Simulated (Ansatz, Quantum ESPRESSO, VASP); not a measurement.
# Equation of state of MgB under PBE

```
Mg B
1.0
     2.89515    0.00000    0.00000
     0.00000    2.89515    0.00000
     0.00000    0.00000    2.89515
Mg B
1 1
Direct
  0.00000 0.00000 0.00000
  0.50000 0.50000 0.50000
```

The cell comes from a database or a generator and needn't be the stable form of this composition.

The cell was scaled at fixed shape and fractions and run with Ansatz, Ansatz PAW (earlier soft set), cutoff 420 eV; PBE, k mesh 9 × 9 × 9 on the cell of 2 atoms, fermi-dirac occupations of 0.05 eV, no spin polarisation, no spin-orbit coupling. Energies are those that the program minimises, any entropy of the smearing included. For a metal such a mesh isn't converged to the digits shown.

```csv
V (Å³/atom),energy over the lowest row (meV/atom)
11.4054,13.119
11.6481,5.785
11.8908,1.507
12.1334,0.000
12.3761,?
12.6188,4.283
12.8614,9.713
```

Fit the third-order Birch-Murnaghan form, give V0, B0 and B′, and predict the energy left open.

With y = (V0/V)^(2/3), E = E0 + (9 V0 B0/16) [(y - 1)³ B′ + (y - 1)² (6 - 4y)]. Least squares through the rows shown give V0 = 12.1548 Å³/atom, E0 = -0.023 meV, B0 = 82.75 GPa (1 eV/Å³ = 160.218 GPa) and B′ = 3.56, with a largest miss of 0.014 meV. At V = 12.3761 the form with these constants gives 0.989 meV; the run gave 1.008 meV an atom. Other set-ups at this level, from all their volumes (Å³/atom, GPa): Quantum ESPRESSO, SSSP 1.3 efficiency PBE: V0 12.118, B0 84.14; VASP, PBE PAW files B, Mg, 520 eV: V0 12.126, B0 83.83.

The fit reproduces the withheld energy to about the size of its own residuals, so a smooth single-phase curve describes this volume range well. The energy rises more steeply on compression than on expansion, as expected when overlap repulsion and the kinetic energy of the valence electrons grow at short distances.

The bulk modulus of 82.75 GPa is modest for a boride. In this CsCl-type arrangement the nearest boron atoms are a full cell edge apart, 2.89515 Å, far beyond a normal B–B single bond. The covalent boron network that stiffens MgB2 and the boron-rich borides is therefore missing, and the resistance to compression probably comes mainly from polar Mg–B bonding and the metallic electron density.

Across the three set-ups the smaller equilibrium volume goes with the larger bulk modulus, but the spread is small and leaves this picture unchanged. A minimum under uniform scaling doesn't show that the cubic lattice would resist shear or internal displacements of the atoms.
